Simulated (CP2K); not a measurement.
Crystal: CoO.

```xyz
2
Lattice="3.0144 0.0000 0.0000 1.5072 2.6105 0.0000 1.5072 0.8702 2.4612" Properties=species:S:1:pos:R:3 pbc="T T T"
Co    0.0000    0.0000    0.0000
O     3.0144    1.7404    1.2306
```

Base run:

- Program: CP2K 2026.2
- Functional: PBE
- Potentials or basis: POTENTIAL_UZH Co GTH-SCAN-q17, O GTH-SCAN-q6; DZVP-MOLOPT-SR-GTH basis
- Density cutoff: 8163 eV
- k mesh: 11 × 11 × 11
- Occupations: fermi-dirac, width 0.05 eV
- Spin: collinear spin, ferromagnetic start
- Starting moments: [2.0, 0.0] μB

Its results: pressure -0.6 GPa; site moments Co +2.66; O +0.33 μB.

Task: After a change of settings the same cell gave: pressure -2.5 GPa; site moments Co +2.67; O +0.33 μB. Which change was it?
A. potentials or basis from POTENTIAL_UZH Co GTH-SCAN-q17, O GTH-SCAN-q6; DZVP-MOLOPT-SR-GTH basis to GTH_POTENTIALS Co GTH-BLYP-q17, O GTH-BLYP-q6; DZVP-MOLOPT-SR-GTH basis; potentials from Co GTH-SCAN-q17 of POTENTIAL_UZH, O GTH-SCAN-q6 of POTENTIAL_UZH to Co GTH-BLYP-q17 of GTH_POTENTIALS, O GTH-BLYP-q6 of GTH_POTENTIALS
B. potentials or basis from POTENTIAL_UZH Co GTH-SCAN-q17, O GTH-SCAN-q6; DZVP-MOLOPT-SR-GTH basis to POTENTIAL_UZH Co GTH-PBE0-q17, O GTH-PBE0-q6; DZVP-MOLOPT-SR-GTH basis; potentials from Co GTH-SCAN-q17 of POTENTIAL_UZH, O GTH-SCAN-q6 of POTENTIAL_UZH to Co GTH-PBE0-q17 of POTENTIAL_UZH, O GTH-PBE0-q6 of POTENTIAL_UZH
C. potentials or basis from POTENTIAL_UZH Co GTH-SCAN-q17, O GTH-SCAN-q6; DZVP-MOLOPT-SR-GTH basis to GTH_POTENTIALS Co GTH-PADE-q17, O GTH-PADE-q6; DZVP-MOLOPT-SR-GTH basis; potentials from Co GTH-SCAN-q17 of POTENTIAL_UZH, O GTH-SCAN-q6 of POTENTIAL_UZH to Co GTH-PADE-q17 of GTH_POTENTIALS, O GTH-PADE-q6 of GTH_POTENTIALS
D. potentials or basis from POTENTIAL_UZH Co GTH-SCAN-q17, O GTH-SCAN-q6; DZVP-MOLOPT-SR-GTH basis to GTH_POTENTIALS Co GTH-PBE-q17, O GTH-PBE-q6; DZVP-MOLOPT-SR-GTH basis; potentials from Co GTH-SCAN-q17 of POTENTIAL_UZH, O GTH-SCAN-q6 of POTENTIAL_UZH to Co GTH-PBE-q17 of GTH_POTENTIALS, O GTH-PBE-q6 of GTH_POTENTIALS

Result: C.

Caveats: the potentials were made for another functional, which shifts forces and pressure; the basis of atomic orbitals isn't converged, which shifts pressures, moduli and gaps; the total moment is fixed, so each spin has its own Fermi level; a cell with one magnetic atom can't hold antiferromagnetic order, which such compounds often take.
